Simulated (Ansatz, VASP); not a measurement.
KBr in VASP and in Ansatz

Contents of INCAR:

```
ALGO = Normal ; EDIFF = 1E-6
ENCUT = 520 ; GGA = PE
ISIF = 2 ; ISMEAR = 0
LASPH = T ; LCHARG = F
LREAL = F ; LWAVE = F
NBANDS = 15 ; NELM = 80
PREC = Accurate ; SIGMA = 0.05
```

KPOINTS

```
k-points
0
Gamma
  6 6 6
```

File POSCAR:

```
KBr
1.0
    4.0434990000      0.0000000000      0.0000000000
    0.0000000000      4.0434990000      0.0000000000
    0.0000000000      0.0000000000      4.0434990000
K Br
1 1
Direct
    0.1236552797      0.0000000000      0.0000000000
    0.5000000000      0.5000000000      0.5000000000
```

Input for Ansatz:

```yaml
crystal:
  lattice:
    - [4.043499, 0.0, 0.0]
    - [0.0, 4.043499, 0.0]
    - [0.0, 0.0, 4.043499]
  atoms:
    - { symbol: K, position: [0.1236552797, 0.0, 0.0] }
    - { symbol: Br, position: [0.5, 0.5, 0.5] }
basis:
  ecutwfc: 420
kpoints:
  mp_grid: { grid: [6, 6, 6] }
hamiltonian:
  xc: pbe
scf:
  occupations: { method: gaussian, width: 0.05 }
output:
  forces: true
  stress: true
  eigenvalues: true
```

Change from the starting cell: all K atoms moved -0.500 Å, as atom 1 towards its neighbour atom 1 (K) at 4.043 Å.

Alike in both runs: task single point; functional PBE; k mesh 6 × 6 × 6; occupations gaussian, width 0.05 eV; no spin polarisation.

|  | VASP | Ansatz |
| --- | --- | --- |
| version | VASP 6.6.1 | Ansatz 0.2.0 |
| potentials or method | VASP PAW PBE potentials, release 64 (K_sv, Br) | scalar-relativistic, plane waves, PAW |
| plane-wave cutoff (eV) | 520 | 420 |
| valence electrons in the cell | 16 | 16 |

VASP gave:

| Quantity | Value |
| --- | --- |
| gap on the k mesh at the Fermi level (eV) | 3.92 |
| least direct gap on the mesh (eV) | 4.19 |
| pressure (GPa) | 1.1 |
| largest component of the traceless stress (GPa) | 0.26 |
| rms of the force components (eV/Å) | 0.172 |

Q: Estimate Ansatz's values.

A: gap on the k mesh at the Fermi level (eV): 3.92; least direct gap on the mesh (eV): 4.19; pressure (GPa): 1.0; largest component of the traceless stress (GPa): 0.25; rms of the force components (eV/Å): 0.169.

Atom by atom the forces differ by 0.003 eV/Å (rms over components). With one functional, cell and mesh, what is left measures potentials, basis and numerics.

A k mesh can miss the band edges.
